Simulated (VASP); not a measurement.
# SiSe2 (Ibam) in VASP: further runs

Aim: see how the results for SiSe2 move with the level of theory and the settings. Levels: PBEsol, LDA. Tasks: relaxation of cell and atoms.

Program: VASP 6.6.1. These are calculated values, not measurements. Logs are shortened: lines on timing, memory, paths and dates and some standing lists are left out, and cuts for length are marked.

### Step 1. Starting point

It takes space group Ibam (No. 72, orthorhombic). The conventional cell has a = 5.998 Å, b = 9.669 Å, c = 5.851 Å, α = 90.00°, β = 90.00°, γ = 90.00°. Si (site symmetry 222) has 4 Se at 2.27 Å as nearest neighbours. Se (site symmetry m) is surrounded by 2 Si at 2.27 Å.

### Step 2. Relaxation of cell and atoms, PBEsol

File INCAR:

```
SYSTEM = SiSe2
PREC = Accurate
ENCUT = 600
EDIFF = 1E-6
ISMEAR = 0
SIGMA = 0.03
LREAL = .FALSE.
LASPH = .TRUE.
NELM = 80
ALGO = Normal
ISIF = 3
LWAVE = .FALSE.
LCHARG = .FALSE.
GGA = PS
IBRION = 2
NSW = 90
EDIFFG = -0.01
KPAR = 2
```

File KPOINTS:

```
regular mesh
0
G
  8 8 8
  0 0 0
```

File POSCAR:

```
SiSe2
1.0
   -2.9990000000      4.8345000000      2.9255000000
    2.9990000000     -4.8345000000      2.9255000000
    2.9990000000      4.8345000000     -2.9255000000
Si Se
2 4
Direct
    0.7500000000      0.7500000000      0.0000000000
    0.2500000000      0.2500000000      0.0000000000
    0.1234200000      0.2116300000      0.3350500000
    0.8765800000      0.7883700000      0.6649500000
    0.6234200000      0.2883700000      0.9117900000
    0.3765800000      0.7116300000      0.0882100000
```

Potentials or basis: VASP PAW PBE potentials, release 64 (Si, Se).

Launch:

```console
$ cat potpaw_PBE.64/Si/POTCAR potpaw_PBE.64/Se/POTCAR > POTCAR
$ mpirun -np 2 vasp_std > vasp.out
```

OUTCAR:

```text
SYSTEM = SiSe2
   PREC = Accurate
   ENCUT = 600
   EDIFF = 1E-6
   ISMEAR = 0
   LREAL = .FALSE.
   LASPH = .TRUE.
   NELM = 80
   ISIF = 3
   GGA = PS
   IBRION = 2
   NSW = 90
   EDIFFG = -0.01

 ion  position               nearest neighbor table
   1  0.750  0.750  0.000-   3 2.27   4 2.27   5 2.27   6 2.27   2 2.93   2 2.93
   2  0.250  0.250  0.000-   3 2.27   4 2.27   5 2.27   6 2.27   1 2.93   1 2.93
   3  0.123  0.212  0.335-   1 2.27   2 2.27
   4  0.877  0.788  0.665-   1 2.27   2 2.27
   5  0.623  0.288  0.912-   1 2.27   2 2.27
   6  0.377  0.712  0.088-   1 2.27   2 2.27

  LATTYP: Found a body centered orthorhombic cell.
 ALAT       =     5.8510000000
 B/A-ratio  =     1.0251239104
 C/A-ratio  =     1.6525380277

  Lattice vectors:

 A1 = (   2.9990000000,   4.8345000000,  -2.9255000000)
 A2 = (  -2.9990000000,   4.8345000000,   2.9255000000)
 A3 = (   2.9990000000,  -4.8345000000,   2.9255000000)

Analysis of symmetry for initial positions (statically):
=====================================================================
 Subroutine PRICEL returns:
 Original cell was already a primitive cell.

 Routine SETGRP: Setting up the symmetry group for a
 body centered orthorhombic supercell.

 Subroutine GETGRP returns: Found  8 space group operations
 (whereof  4 operations were pure point group operations)
 out of a pool of  8 trial point group operations.

The static configuration has the point symmetry C_2h.
 The point group associated with its full space group is D_2h.

Analysis of symmetry for dynamics (positions and initial velocities):
=====================================================================
 Subroutine PRICEL returns:
 Original cell was already a primitive cell.

 Routine SETGRP: Setting up the symmetry group for a
 body centered orthorhombic supercell.

 Subroutine GETGRP returns: Found  8 space group operations
 (whereof  4 operations were pure point group operations)
 out of a pool of  8 trial point group operations.

The dynamic configuration has the point symmetry C_2h.
 The point group associated with its full space group is D_2h.

 Subroutine INISYM returns: Found  8 space group operations
 (whereof  4 operations are pure point group operations),
 and found     1 'primitive' translations

[... 117 lines left out ...]
   ISMEAR =     0;   SIGMA  =   0.03  broadening in eV -4-tet -1-fermi 0-gaus
   EFERMI_NEDOS =   21; number of points for ismear=-14 and -15
   IALGO  =     38    algorithm
   IMIX   =      4    mixing-type and parameters
     AMIX     =   0.40;   BMIX     =  1.00
     AMIX_MAG =   1.60;   BMIX_MAG =  1.00
  volume/ion in A,a.u.               =      28.28       190.82
  Fermi-wavevector in a.u.,A,eV,Ry     =   0.938848  1.774166 11.992668  0.881436
  Thomas-Fermi vector in A             =   2.066101
   LORBIT       =      0    0 simple, 1 ext, 2 COOP (PROOUT), +10 PAW based schemes
   GGA     = PS    functional components
   LHFCALC =     F    Hartree Fock is set to
   AEXX    =    0.0000 exact exchange contribution
   IVDW    =     0    specifies the selected vdW correction
   LEPSILON=     F    determine dielectric tensor
   LRPA    =     F    only Hartree local field effects (RPA)
 conjugate gradient relaxation of ions
 non-spin polarized calculation
 Gauss-broadening in eV      SIGMA  =   0.03
  energy-cutoff  :      600.00
  volume of cell :      169.66
 maximum number of plane-waves:      5686
 NGX is ok and might be reduce to    54
   NGX = 25   NGY = 25   NGZ = 25

--------------------------------------- Ionic step        1  -------------------------------------------

 number of electron      32.0000000 magnetization

 Free energy of the ion-electron system (eV)
  ---------------------------------------------------
  ext. energy  EPLUGINS =         0.00000000
  ---------------------------------------------------
  free energy    TOTEN  =       -29.30300386 eV

  energy without entropy =      -29.30300386  energy(sigma->0) =      -29.30300386

------------------------ aborting loop because EDIFF is reached ----------------------------------------

  FORCE on cell =-STRESS in cart. coord.  units (eV):
  Direction    XX          YY          ZZ          XY          YZ          ZX
  --------------------------------------------------------------------------------------
  -------------------------------------------------------------------------------------
  Total        1.5015913      1.1751827      1.0773770     -0.0000000      0.0000000      0.0000000
  in kB       14.1799337     11.0975687     10.1739630     -0.0000000      0.0000000      0.0000000
  external PRESSURE =      11.8171552 kB  Pullay stress =       0.0000000 kB
[... 101 lines left out ...]
  FREE ENERGIE OF THE ION-ELECTRON SYSTEM (eV)
  ---------------------------------------------------
  free  energy   TOTEN  =       -29.3176472037 eV

  energy  without entropy=      -29.3176472037  energy(sigma->0) =      -29.31764720

[... ionic steps 4 to 20 ...]

--------------------------------------- Ionic step       21  -------------------------------------------

 number of electron      32.0000001 magnetization

------------------------ aborting loop because EDIFF is reached ----------------------------------------
[... 75 lines left out ...]
--------------------------------------- Ionic step       23  -------------------------------------------

 number of electron      32.0000001 magnetization

 Free energy of the ion-electron system (eV)
  ---------------------------------------------------
  ext. energy  EPLUGINS =         0.00000000
  ---------------------------------------------------
  free energy    TOTEN  =       -29.32265621 eV

  energy without entropy =      -29.32265621  energy(sigma->0) =      -29.32265621

 E-fermi :   1.8107     XC(G=0):  -8.3467

 val. band max:        1.6778939148   @ k =  -0.3750   0.3750   0.3750
 cond. band min:       3.3149287853   @ k =   0.5000   0.5000   0.5000
 fundamental gap:      1.6370348705
 Fermi energy:         1.8106548006

 k-point     1 :       0.0000    0.0000    0.0000
  band No.  band energies     occupation
      1     -12.7305      2.00000
      2     -10.9470      2.00000
      3     -10.6188      2.00000
      4     -10.3625      2.00000
      5      -5.8259      2.00000
      6      -4.7156      2.00000
[... 541 lines left out ...]
     19       5.4870      0.00000
     20       5.6481      0.00000

 [... further k-points ...]
[... 5 lines left out ...]
  --------------------------------------------------------------------------------------
  -------------------------------------------------------------------------------------
  Total        0.0002279      0.0235838     -0.0527089      0.0000000      0.0000000      0.0000000
  in kB        0.0021395      0.2214346     -0.4948984      0.0000000      0.0000000      0.0000000
  external PRESSURE =      -0.0904414 kB  Pullay stress =       0.0000000 kB
[... 21 lines left out ...]
  FREE ENERGIE OF THE ION-ELECTRON SYSTEM (eV)
  ---------------------------------------------------
  free  energy   TOTEN  =       -29.3226562073 eV

  energy  without entropy=      -29.3226562073  energy(sigma->0) =      -29.32265621

 reached required accuracy - stopping structural energy minimisation
```

OSZICAR:

```text
N       E                     dE             d eps       ncg     rms          rms(c)
DAV:   1     0.176221497955E+03    0.17622E+03   -0.13584E+04  3800   0.147E+03
DAV:   2    -0.146010871060E+02   -0.19082E+03   -0.18387E+03  5240   0.213E+02
[... 174 lines left out ...]
  22 F= -.29322603E+02 E0= -.29322603E+02  d E =-.508056E-04
       N       E                     dE             d eps       ncg     rms          rms(c)
DAV:   1    -0.293229383210E+02   -0.33503E-03   -0.67564E-02  3800   0.129E+00    0.122E-01
DAV:   2    -0.293228082871E+02    0.13003E-03   -0.20828E-03  4300   0.267E-01    0.625E-02
DAV:   3    -0.293226705539E+02    0.13773E-03   -0.20630E-04  4412   0.788E-02    0.261E-02
DAV:   4    -0.293226554520E+02    0.15102E-04   -0.66755E-05  4988   0.417E-02    0.986E-03
DAV:   5    -0.293226562073E+02   -0.75533E-06   -0.55333E-06  4352   0.126E-02
  23 F= -.29322656E+02 E0= -.29322656E+02  d E =-.103726E-03
```

Run time: 28 min. Hardware: 2 MPI ranks of AMD EPYC 9R45 (Zen 5), shared host; peak memory 0.64 GiB.

Results:

```
Free energy                            : -29.3227 eV
Relaxed volume                         : 28.44 Å³/atom
Relaxed cell                           : a = 6.322 Å, b = 6.322 Å, c = 6.322 Å, α = 120.51°, β = 85.54°, γ = 124.75°
Space group after relaxing (to 0.05 Å) : Ibam (No. 72)
Energy gained by relaxing              : 3.3 meV/atom
Ionic steps                            : 23
Pressure after relaxing                : 0.0 GPa
Largest force after relaxing           : 0.010 eV/Å
Band gap on the k mesh                 : 1.64 eV, indirect (least direct gap 1.70 eV)
```

Forces on the atoms (eV/Å):
```
Si   0.000  0.000  0.000
Si   0.000  0.000  0.000
Se  -0.010 -0.002  0.000
Se   0.010  0.002  0.000
Se   0.010 -0.002  0.000
Se  -0.010  0.002  0.000
```

The path:
| step | energy change (eV) | largest force (eV/Å) | pressure (GPa) | volume (Å³) |
| --- | --- | --- | --- | --- |
| 1 | 0.0000 | 0.3556 | 1.18 | 169.66 |
| 2 | 0.0031 | 0.3353 | -1.35 | 174.84 |
| 3 | -0.0146 | 0.0191 | -0.07 | 172.09 |
| 4 | -0.0155 | 0.0125 | -0.03 | 171.93 |
| 5 | -0.0158 | 0.0125 | -0.01 | 171.82 |
| 6 | -0.0158 | 0.0127 | -0.01 | 171.80 |
| 7 | -0.0159 | 0.0123 | 0.00 | 171.77 |
| 8 | -0.0161 | 0.0150 | 0.04 | 171.66 |
| 9 | -0.0166 | 0.0280 | 0.10 | 171.44 |
| 10 | -0.0171 | 0.0608 | 0.23 | 170.99 |
| 11 | -0.0165 | 0.1323 | 0.51 | 170.05 |
| 12 | -0.0171 | 0.0821 | 0.31 | 170.74 |
| 13 | -0.0171 | 0.0820 | 0.31 | 170.73 |
| 14 | -0.0171 | 0.0814 | 0.31 | 170.73 |
| 15 | -0.0172 | 0.0801 | 0.31 | 170.73 |
| 16 | -0.0174 | 0.0777 | 0.30 | 170.72 |
| 17 | -0.0177 | 0.0732 | 0.28 | 170.71 |
| 18 | -0.0182 | 0.0641 | 0.25 | 170.67 |
| 19 | -0.0190 | 0.0469 | 0.18 | 170.59 |
| 20 | -0.0196 | 0.0161 | 0.07 | 170.37 |
| 21 | -0.0195 | 0.0145 | 0.07 | 170.36 |
| 22 | -0.0196 | 0.0089 | 0.04 | 170.44 |
| 23 | -0.0197 | 0.0099 | -0.01 | 170.64 |

Final structure:
```
Si Se
1.0
    -3.13634    4.64045    2.93113
     3.13634   -4.64045    2.93113
     3.13634    4.64045   -2.93113
Si Se
2 4
Direct
  0.75000 0.75000 0.00000
  0.25000 0.25000 0.00000
  0.12831 0.20714 0.33545
  0.87169 0.79286 0.66455
  0.62831 0.29286 0.92117
  0.37169 0.70714 0.07883
```

Caveat: the PAW data sets were made with another functional, which shifts forces and pressure a little.

### Step 3. Relaxation of cell and atoms, PBEsol

This run uses another cell than the first one, of 28.44 Å³/atom, 1.006 times its volume.

INCAR, as its differences from that of step 2:

```diff
@@ -3,3 +3,3 @@
 ENCUT = 600
-EDIFF = 1E-6
+EDIFF = 1E-7
 ISMEAR = 0
@@ -16,3 +16,3 @@
 NSW = 90
-EDIFFG = -0.01
+EDIFFG = -0.005
 KPAR = 2
```

KPOINTS is that of step 2.

File POSCAR:

```
SiSe2                                   
1.0
   -3.1363397553      4.6404513621      2.9311289162
    3.1363397553     -4.6404513621      2.9311289162
    3.1363397553      4.6404513621     -2.9311289162
  Si              Se            
     2     4
Direct
     0.7500000000000000    0.7500000000000000    0.0000000000000000
     0.2500000000000000    0.2500000000000000    0.0000000000000000
     0.1283085406280553    0.2071378210542610    0.3354463616823165
     0.8716914593719447    0.7928621789457387    0.6645536383176837
     0.6283085406280553    0.2928621789457390    0.9211707195737944
     0.3716914593719446    0.7071378210542613    0.0788292804262056
```

Potentials or basis: VASP PAW PBE potentials, release 64 (Si, Se).

Launch:

```console
$ cat potpaw_PBE.64/Si/POTCAR potpaw_PBE.64/Se/POTCAR > POTCAR
$ mpirun -np 2 vasp_std > vasp.out
```

Run time: 10 min. Hardware: 2 MPI ranks of AMD EPYC 9R45 (Zen 5), shared host; peak memory 0.62 GiB.

Results (log left out):

```yaml
Free_energy: -29.3229 eV
Relaxed_volume: 28.54 Å³/atom
Relaxed_cell: a = 6.333 Å, b = 6.333 Å, c = 6.333 Å, α = 120.56°, β = 85.38°, γ = 124.90°
Space_group_after_relaxing_to_0.05_Å: Ibam (No. 72)
Energy_gained_by_relaxing: 0.0 meV/atom
Ionic_steps: 7
Pressure_after_relaxing: 0.0 GPa
Band_gap_on_the_k_mesh: 1.65 eV, indirect (least direct gap 1.70 eV)
```

Forces on the atoms (eV/Å):
```
Si   0.000  0.000  0.000
Si   0.000  0.000  0.000
Se  -0.002 -0.001  0.000
Se   0.002  0.001  0.000
Se   0.002 -0.001  0.000
Se  -0.002  0.001  0.000
```

The path:
| step | energy change (eV) | largest force (eV/Å) | pressure (GPa) | volume (Å³) |
| --- | --- | --- | --- | --- |
| 1 | 0.0000 | 0.0098 | -0.01 | 170.64 |
| 2 | 0.0000 | 0.0048 | 0.03 | 170.59 |
| 3 | 0.0000 | 0.0050 | 0.03 | 170.59 |
| 4 | 0.0000 | 0.0046 | 0.03 | 170.65 |
| 5 | -0.0001 | 0.0106 | 0.01 | 170.85 |
| 6 | -0.0001 | 0.0085 | 0.01 | 170.94 |
| 7 | -0.0002 | 0.0024 | 0.01 | 171.22 |

Final structure:
```
Si Se
1.0
    -3.13952    4.65470    2.92916
     3.13952   -4.65470    2.92916
     3.13952    4.65470   -2.92916
Si Se
2 4
Cartesian
  0.0000 0.0000 4.3937
  0.0000 0.0000 1.4646
  1.2962 1.1944 0.0000
  1.8434 3.4603 2.9292
  1.8434 5.8491 0.0000
  1.2962 -1.1944 2.9292
```

Levels at points of the mesh, in eV from the valence-band top:
```tsv
k point	band 14	band 15	band 16	band 17	band 18	band 19
(0.00, 0.00, 0.00)	-0.65	-0.65	-0.39	2.83	2.84	3.18
(0.50, 0.00, 0.00)	-1.25	-0.57	-0.57	2.54	2.54	4.23
(0.00, 0.50, 0.00)	-0.85	-0.66	-0.66	2.39	2.39	3.88
(0.50, 0.50, 0.00)	-1.31	-0.79	-0.09	2.83	3.86	3.95
(0.50, 0.50, 0.50)	-1.99	-1.50	-0.06	1.65	3.25	3.49
```

Caveat: the PAW data sets were made with another functional, which shifts forces and pressure a little. Zero-point motion and thermal expansion aren't in these numbers.

[end of part 1 of 2]
